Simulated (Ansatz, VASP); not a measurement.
## Al: VASP beside Ansatz

```
Al
1.0
     0.00000    2.01869    2.01869
     2.01869    0.00000    2.01869
     2.01869    2.01869    0.00000
Al
1
Direct
  0.00000 0.00000 0.00000
```

Alike in both runs: functional PBE; k mesh 14 × 14 × 14; occupations fermi-dirac, width 0.05 eV; no spin polarisation.

Ansatz relaxed the structure, and its values are those at the end. VASP's run is a single point on that final structure, the one shown.

|  | VASP | Ansatz |
| --- | --- | --- |
| version | VASP 6.6.1 | Ansatz 0.2.0 |
| potentials or method | VASP PAW PBE potentials, release 64 (Al) | PAW with Ansatz's default frozen-core files, scalar-relativistic |
| plane-wave cutoff (eV) | 520 | 420 |
| valence electrons in the cell | 3 | 3 |

```tsv
	VASP	Ansatz	Ansatz less VASP
pressure (GPa)	0.0	0.0	+0.04
```
